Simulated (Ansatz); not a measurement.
**BaS (Fm-3m): Grüneisen parameters**

Aim: how the phonons of BaS (Fm-3m) shift with volume, and the thermal expansion that follows.

Main program and level: Ansatz 0.2.0; DFT LDA, scalar-relativistic, plane waves, PAW; PAW set soft_1.

Report form: the programs' logs are mostly left out.

## 1. The starting structure

It takes space group Fm-3m (No. 225, cubic). The conventional cell has a = 6.272 Å, b = 6.272 Å, c = 6.272 Å, α = 90.00°, β = 90.00°, γ = 90.00°. Nearest to Ba lie 6 S at 3.14 Å. Nearest to S lie 6 Ba at 3.14 Å. Farther neighbours and most contacts between anions are not listed.

## 2. The dispersion

The cell comes from relaxations at this level that are not shown. Stability and thermal properties need the whole zone. Linear response on a 4×4×4 q mesh gives force constants as far as a supercell of that size would, and the tensors from the zone-centre run are typed in so that the long-range dipole term is interpolated apart.

Contents of input.yaml:

```yaml
crystal:
  lattice:
    - [0.0, 3.1357693427, 3.1357693427]
    - [3.1357693427, 0.0, 3.1357693427]
    - [3.1357693427, 3.1357693427, 0.0]
  atoms:
    - { symbol: Ba, position: [0.0, 0.0, 0.0] }
    - { symbol: S, position: [0.5, 0.5, 0.5] }
kpoints:
  mp_grid: { grid: [8, 8, 8] }
hamiltonian:
  xc: lda
  pseudopotentials: { kind: paw, azcp: { folder: soft_1 }, xc_functional: pbe }
scf:
  occupations: { method: fixed }
output:
  eigenvalues: true
phonons:
  method: dfpt
  qmesh: [4, 4, 4]
  temperatures: { t_max: 1000, t_step: 50 }
  qpath:
    path:
      - [[0.0, 0.0, 0.0], [0.5, 0.0, 0.5], [0.625, 0.25, 0.625]]
      - [[0.375, 0.375, 0.75], [0.0, 0.0, 0.0], [0.5, 0.5, 0.5], [0.5, 0.25, 0.75], [0.5, 0.0, 0.5]]
    npoints: 10
  non_analytic_term:
    high_frequency_dielectric_tensor: [[5.1302, 0.0, 0.0], [0.0, 5.1302, 0.0], [0.0, 0.0, 5.1302]]
    born_effective_charges:
      - { species: Ba, tensor: [[2.6304, 0.0, 0.0], [0.0, 2.6304, 0.0], [0.0, 0.0, 2.6304]] }
      - { species: S, tensor: [[-2.6304, 0.0, 0.0], [0.0, -2.6304, 0.0], [0.0, 0.0, -2.6304]] }
    source: "zone-centre run at this cell"
```

Launch:

```console
ansatz run input.yaml --threads 4 --pin off --max-ram 10240MiB --backend cpu --events-out ev --progress --plain --runs-dir out
```

The job ended after 49 s (4 threads of AMD EPYC 9R14 (Zen 4), shared host; peak memory 1.1 GiB).

Numbers from this step:

- gap on the k-mesh: 1.915 eV
- volume per atom: 30.83 Å³
- sum-rule residual before enforcement: 1.79e-5 eV/Å²
- lowest frequency on the path: 0 cm⁻¹
- point group: m-3m
- highest frequency on the path or at a solved wavevector: 253.6 cm⁻¹
- mean frequency: 133.5 cm⁻¹
- Debye temperature (second moment): 268 K
- logarithmic mean frequency: 120.9 cm⁻¹
- highest optical mode at the zone centre (no LO-TO term): 151.4 cm⁻¹
- lowest optical zone-centre mode: 151.4 cm⁻¹
- lowest mode on the q mesh (acoustic modes at Γ apart): 45.4 cm⁻¹
- zero-point energy per atom: 24.82 meV
- heat capacity at 300 K: 23.98 J/(mol atoms K)
- vibrational entropy at 300 K: 39.03 J/(mol atoms K)
- edges of the widest gap between branches, on path and mesh: 137.1, 151.4 cm⁻¹

Frequencies (cm⁻¹) solved at each irreducible wavevector; negative means imaginary. Frequencies by wavevector, by row:

```tsv
q in reciprocal lattice units	star	mode 1	mode 2	mode 3	mode 4	mode 5	mode 6
0 0 0	1	0	0	0	151.4	151.4	151.4
0 0 0.25	8	57.4	57.4	89	163.5	163.5	244.5
0 0 -0.5	4	77.8	77.8	137.1	173.5	173.5	228.1
0 0.25 0.25	6	45.4	45.4	103.6	159.8	159.8	221.2
0 0.25 -0.5	24	72.6	85.9	112.6	166.6	173.3	205
0 0.25 -0.25	12	70.9	78	118	169.9	170.8	219.9
0 -0.5 -0.5	3	62.9	62.9	105.5	160.3	160.3	177.9
0.25 -0.5 -0.25	6	88.3	88.3	97.7	172.8	172.8	186.9
```

Symmetry leaves 8 wavevectors to solve. The lowest mode among them, the acoustic zeros apart, lies at q = (0, 0.25, 0.25) and is real, 45.4 cm⁻¹.

## 3. Relaxing at another volume, volume ratio 0.97

The volume is scaled by 0.97 and held; symmetry leaves nothing to relax, so this is a single point. The modes can then be followed against volume.

input.yaml, the sections that differ from step 2:

```yaml
crystal:
  lattice:
    - [0.0, 3.1040927392, 3.1040927392]
    - [3.1040927392, 0.0, 3.1040927392]
    - [3.1040927392, 3.1040927392, 0.0]
  atoms:
    - { symbol: Ba, position: [0.0, 0.0, 0.0] }
    - { symbol: S, position: [0.5, 0.5, 0.5] }
output:
  forces: true
  stress: true
  eigenvalues: true
# kpoints, hamiltonian, scf: as in step 2
# phonons: removed
```

Wall time 0.42 s (4 threads); peak memory 0.39 GiB.

This step gave:

```
pressure           : 1.659 GPa
gap on the k-mesh  : 1.857 eV
volume per atom    : 29.91 Å³
direct gap on mesh : 1.901 eV
```

At this level the gap is 1.86 eV on the k-mesh of the self-consistent run, which can miss the band edges.

## 4. Phonons at the other volume, volume ratio 0.97

The phonons are repeated at this volume on the same k and q meshes.

input.yaml, the sections that differ from step 3:

```yaml
output:
  eigenvalues: true
phonons:
  method: dfpt
  dielectric: true
  rigid_motions: translations
  qmesh: [4, 4, 4]
  temperatures: { t_max: 1000, t_step: 50 }
  qpath:
    path:
      - [[0.0, 0.0, 0.0], [0.5, 0.0, 0.5], [0.625, 0.25, 0.625]]
      - [[0.375, 0.375, 0.75], [0.0, 0.0, 0.0], [0.5, 0.5, 0.5], [0.5, 0.25, 0.75], [0.5, 0.0, 0.5]]
    npoints: 10
# crystal, kpoints, hamiltonian, scf: as in step 3
```

Elapsed: 50 s, on 4 threads; peak memory 1.2 GiB.

This step gave:

```yaml
sum_rule_residual_before_enforcement: 2.30e-4 eV/Å²
miss_of_the_charge_sum_rule: 0.001402 e
estimated_error_of_the_dielectric_tensor: 0.01363
estimated_error_of_the_born_charges: 0.01149 e
highest_frequency_on_the_path_or_at_a_solved_wavevector: 261.8 cm⁻¹
mean_frequency: 139.3 cm⁻¹
debye_temperature_second_moment: 280 K
logarithmic_mean_frequency: 125.7 cm⁻¹
highest_optical_mode_at_the_zone_centre_no_lo_to_term: 161.4 cm⁻¹
lowest_optical_zone_centre_mode: 161.4 cm⁻¹
mean_high_frequency_dielectric_constant: 5.235
largest_born_charge_third_of_the_trace: 2.650 e
mean_static_dielectric_constant: 13.77
top_of_the_zone_centre_spectrum_with_the_field: 261.8 cm⁻¹
lowest_mode_on_the_q_mesh_acoustic_modes_at_gamma_apart: 43.85 cm⁻¹
zero_point_energy_per_atom: 25.92 meV
```

Frequencies (cm⁻¹) solved at each irreducible wavevector; negative means imaginary. Frequencies by wavevector, by row:

```tsv
q in reciprocal lattice units	star	mode 1	mode 2	mode 3	mode 4	mode 5	mode 6
0 0 0	1	0	0	0	161.4	161.4	161.4
0 0 0.25	8	60.9	60.9	92	173.3	173.3	252.4
0 0 -0.5	4	82.9	82.9	141.6	183.1	183.1	235.6
0 0.25 0.25	6	43.9	43.9	110.5	170.5	170.5	227.6
0 0.25 -0.5	24	74.7	89.1	115	176.7	183.3	212.9
0 0.25 -0.25	12	69.8	83.3	123.4	180.1	180.7	227.1
0 -0.5 -0.5	3	60.5	60.5	106.1	171	171	186.9
0.25 -0.5 -0.25	6	87.6	87.6	102.5	183	183	195.1
```

The highest optical mode at the zone centre (no LO-TO term) is 161.4 cm⁻¹, +10.0 cm⁻¹ against the base run.

## 5. Relaxing at another volume, volume ratio 1.03

The volume is scaled by 1.03 and held; symmetry leaves nothing to relax, so this is a single point. The modes can then be followed against volume.

input.yaml, the sections that differ from step 4:

```yaml
crystal:
  lattice:
    - [0.0, 3.1668185832, 3.1668185832]
    - [3.1668185832, 0.0, 3.1668185832]
    - [3.1668185832, 3.1668185832, 0.0]
  atoms:
    - { symbol: Ba, position: [0.0, 0.0, 0.0] }
    - { symbol: S, position: [0.5, 0.5, 0.5] }
output:
  forces: true
  stress: true
  eigenvalues: true
# kpoints, hamiltonian, scf: as in step 4
# phonons: removed
```

It took 0.46 s on 4 threads; peak memory 0.39 GiB; 1.1 s of CPU time.

This step gave:

* pressure: -1.406 GPa
* gap on the k-mesh: 1.967 eV
* volume per atom: 31.76 Å³
* direct gap on mesh: 2.059 eV

The run ends at a pressure of -1.41 GPa.

## 6. Phonons at the other volume, volume ratio 1.03

input.yaml, the sections that differ from step 5:

```yaml
output:
  eigenvalues: true
phonons:
  method: dfpt
  dielectric: true
  rigid_motions: translations
  qmesh: [4, 4, 4]
  temperatures: { t_max: 1000, t_step: 50 }
  qpath:
    path:
      - [[0.0, 0.0, 0.0], [0.5, 0.0, 0.5], [0.625, 0.25, 0.625]]
      - [[0.375, 0.375, 0.75], [0.0, 0.0, 0.0], [0.5, 0.5, 0.5], [0.5, 0.25, 0.75], [0.5, 0.0, 0.5]]
    npoints: 10
# crystal, kpoints, hamiltonian, scf: as in step 5
```

The job ended after 60 s (4 threads; peak memory 1.2 GiB; 3.6 min of CPU time).

Numbers from this step:

```
sum-rule residual before enforcement                    : 2.86e-4 eV/Å²
miss of the charge sum rule                             : 0.001433 e
estimated error of the dielectric tensor                : 0.01312
estimated error of the Born charges                     : 0.01146 e
highest frequency on the path or at a solved wavevector : 245.9 cm⁻¹
mean frequency                                          : 127.7 cm⁻¹
Debye temperature (second moment)                       : 256 K
logarithmic mean frequency                              : 116 cm⁻¹
highest optical mode at the zone centre (no LO-TO term) : 141.5 cm⁻¹
lowest optical zone-centre mode                         : 141.5 cm⁻¹
mean high-frequency dielectric constant                 : 5.041
largest Born charge (third of the trace)                : 2.615 e
mean static dielectric constant                         : 15.22
top of the zone-centre spectrum with the field          : 245.8 cm⁻¹
lowest mode on the q mesh (acoustic modes at Γ apart)   : 46.48 cm⁻¹
zero-point energy per atom                              : 23.74 meV
```

Frequencies (cm⁻¹) solved at each irreducible wavevector; negative means imaginary. Frequencies by wavevector, by row:

```tsv
q in reciprocal lattice units	star	mode 1	mode 2	mode 3	mode 4	mode 5	mode 6
0 0 0	1	0	0	0	141.5	141.5	141.5
0 0 0.25	8	53.9	53.9	86.1	153.8	153.8	236.9
0 0 -0.5	4	72.9	72.9	132.7	164.2	164.2	220.9
0 0.25 0.25	6	46.5	46.5	96.8	149.3	149.3	215
0 0.25 -0.5	24	70.3	82.5	109.7	156.9	164	197.6
0 0.25 -0.25	12	71.3	72.9	112.8	159.6	161.9	213
0 -0.5 -0.5	3	64.4	64.4	103.2	149.9	149.9	170.1
0.25 -0.5 -0.25	6	87.9	87.9	93	163.3	163.3	178.9
```

The highest optical mode at the zone centre (no LO-TO term) is 141.5 cm⁻¹, -9.9 cm⁻¹ against the base run.

## 7. Grüneisen parameters

The Grüneisen parameter of a mode is minus the logarithmic change of its frequency with volume, −d ln ω / d ln V; weighted by heat capacity it gives the expansion.

Numbers from this step:

* bulk modulus: 51.1 GPa
* gap deformation potential: 1.831 eV

The phonon branches at the labelled points (cm⁻¹):

```tsv
point	branch 1	branch 2	branch 3	branch 4	branch 5	branch 6
Γ	0	0	0	151	151	254
halfway	45	45	104	160	160	221
X	63	63	105	160	160	178
halfway	68	76	103	162	170	178
U	76	96	99	165	176	190
jump to K	76	96	99	165	176	190
halfway	55	69	103	166	167	233
Γ	0	0	0	151	151	254
halfway	57	57	89	164	164	244
L	78	78	137	174	174	228
halfway	80	85	121	171	173	212
W	88	88	98	173	173	187
halfway	72	83	101	166	174	177
X	63	63	105	160	160	178
```

The same for volume x 0.97:

```tsv
point	branch 1	branch 2	branch 3	branch 4	branch 5	branch 6
Γ	0	0	0	161	161	262
X	60	60	106	171	171	187
U	78	96	102	175	186	199
K	78	96	102	175	186	199
Γ	0	0	0	161	161	262
L	83	83	142	183	183	236
W	88	88	103	183	183	195
X	60	60	106	171	171	187
```

The same for volume x 1.03:

```tsv
point	branch 1	branch 2	branch 3	branch 4	branch 5	branch 6
Γ	0	0	0	142	142	246
X	64	64	103	150	150	170
U	74	95	97	156	168	182
K	74	95	97	156	168	182
Γ	0	0	0	142	142	246
L	73	73	133	164	164	221
W	88	88	93	163	163	179
X	64	64	103	150	150	170
```

Mode Grueneisen parameter -dln(w)/dln(V), modes matched by rank; at Γ the acoustic branches take the value of a neighbouring point of the path. Mode grüneisen parameters along the path, in :

```tsv
point	branch 1	branch 2	branch 3	branch 4	branch 5	branch 6
Γ	-0.56	-0.56	2.29	2.19	2.19	1.04
halfway	-1.00	-1.00	2.21	2.21	2.21	0.95
X	-1.04	-1.04	0.46	2.19	2.19	1.57
halfway	-0.27	-0.04	0.39	2.12	1.93	1.62
U	0.92	0.21	0.87	1.97	1.75	1.51
jump to K	0.92	0.21	0.87	1.97	1.75	1.51
halfway	-0.54	2.48	1.54	2.07	1.91	1.03
Γ	-0.66	2.40	1.49	2.19	2.19	1.04
halfway	2.03	2.03	1.10	2.00	2.00	1.06
L	2.14	2.14	1.08	1.82	1.82	1.07
halfway	1.61	1.22	0.90	1.84	1.88	1.19
W	-0.06	-0.06	1.65	1.90	1.90	1.44
halfway	-0.60	0.89	0.33	2.10	1.75	1.67
X	-1.04	-1.04	0.46	2.19	2.19	1.57
```

(dS/dlnV)/C_V. Table of thermodynamic Grueneisen parameter by temperature:

```tsv
temperature (K)	thermodynamic Grueneisen parameter
50	1.12
100	1.28
150	1.32
200	1.33
250	1.33
300	1.34
350	1.34
400	1.34
450	1.34
500	1.34
550	1.34
600	1.34
650	1.34
700	1.34
750	1.34
800	1.34
850	1.34
900	1.34
950	1.34
1000	1.34
```

Gamma C_V/(B V) at the static volume. The volume expansion by temperature:

```tsv
temperature (K)	volume expansion (1e-6/K)
50	11.6
100	24.6
150	29.8
200	32.0
250	33.2
300	33.8
350	34.2
400	34.5
450	34.6
500	34.8
550	34.9
600	34.9
650	35
700	35.0
750	35.1
800	35.1
850	35.1
900	35.1
950	35.2
1000	35.2
```

## 8. What came out

* bulk modulus: 51.1 GPa
* gap deformation potential: 1.83 eV
* thermodynamic Grüneisen parameter at 300 K: 1.337
* volume expansion at 300 K, estimated: 33.8 × 10⁻⁶ K⁻¹

What this shows: By this estimate the volume grows by 33.8 × 10⁻⁶ per kelvin at 300 K. Without the field, the highest optical mode at Γ goes from 161 to 141 cm⁻¹ as the cell grows, a Grüneisen parameter of 2.19. Mode parameters on the path run from -1.0 to 2.5, with a median of 1.6. Modes with negative values stiffen as the cell grows and pull against the expansion. Branches are matched by rank, so values near crossings are rough. The expansion is the Grüneisen estimate at the static volume, with the static bulk modulus. Spin-orbit coupling is left out, which can matter for the heavy elements here. The PAW files were made for PBE and serve the other functionals too.

[Logs are printed without paths, hosts, clocks, repeated set-up lines and the standing remarks that a program may print on its own settings, such as how far it seeks lower states.]

[Hosts, paths, dates, database ids (printed as entryN), source tags and the programs' standing remarks are cut or masked in the printed files.]
